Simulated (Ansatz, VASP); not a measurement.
## BN: VASP beside Ansatz

File INCAR:

```
PREC = Accurate ; ENCUT = 520
EDIFF = 1E-7 ; ISMEAR = 0
SIGMA = 0.05 ; LREAL = False
LASPH = True ; NELM = 100
ALGO = Normal ; ISIF = 2
LWAVE = False ; LCHARG = False
GGA = PE ; IVDW = 12
NBANDS = 11
```

The input KPOINTS:

```
regular mesh
0
Gamma
  12 12 12
```

File POSCAR:

```
BN
1.0
    1.2010769119      0.6934420784      3.3729344033
   -1.2010769119      0.6934420784      3.3729344033
    0.0000000000     -1.3868841568      3.3729344033
B N
1 1
Direct
    0.9996712000      0.9996712000      0.9996712000
    0.3327618000      0.3327618000      0.3327618000
```

Input for Ansatz:

```yaml
crystal:
  lattice:
    - [1.2010769119, 0.6934420784, 3.3729344033]
    - [-1.2010769119, 0.6934420784, 3.3729344033]
    - [0.0, -1.3868841568, 3.3729344033]
  atoms:
    - { symbol: B, position: [0.9996712, 0.9996712, 0.9996712] }
    - { symbol: "N", position: [0.3327618, 0.3327618, 0.3327618] }
basis:
  ecutwfc: 420
kpoints:
  mp_grid: { grid: [12, 12, 12] }
hamiltonian:
  xc: pbe
  dispersion: d3bj
scf:
  occupations: { method: gaussian, width: 0.05 }
output:
  forces: true
  stress: true
  eigenvalues: true
```

Change from the starting cell: strain -0.040 along x and y, +0.000 along z, atoms carried along.

Alike in both runs: task single point; functional PBE; dispersion D3(BJ); k mesh 12 × 12 × 12; occupations gaussian, width 0.05 eV; no spin polarisation.

|  | VASP | Ansatz |
| --- | --- | --- |
| version | VASP 6.6.1 | Ansatz 0.2.0 |
| potentials or method | VASP PAW PBE potentials, release 64 (B, N) | scalar-relativistic, plane waves, PAW |
| plane-wave cutoff (eV) | 520 | 420 |
| valence electrons in the cell | 8 | 8 |

Ansatz gave:

```
gap on the k mesh at the Fermi level (eV)       : 4.51
least direct gap on the mesh (eV)               : 5.00
pressure (GPa)                                  : 36.2
largest component of the traceless stress (GPa) : 37.15
rms of the force components (eV/Å)              : 0.004
```

Task: Estimate VASP's values.

Result: gap on the k mesh at the Fermi level (eV): 4.50; least direct gap on the mesh (eV): 5.00; pressure (GPa): 36.2; largest component of the traceless stress (GPa): 37.39; rms of the force components (eV/Å): 0.004.

Atom by atom the forces differ by 0.000 eV/Å (rms over components).

Caveats: so large a pressure means that the cell lies far from this level's equilibrium, or that cutoff or potentials fall short (VASP). A k mesh can miss the band edges.
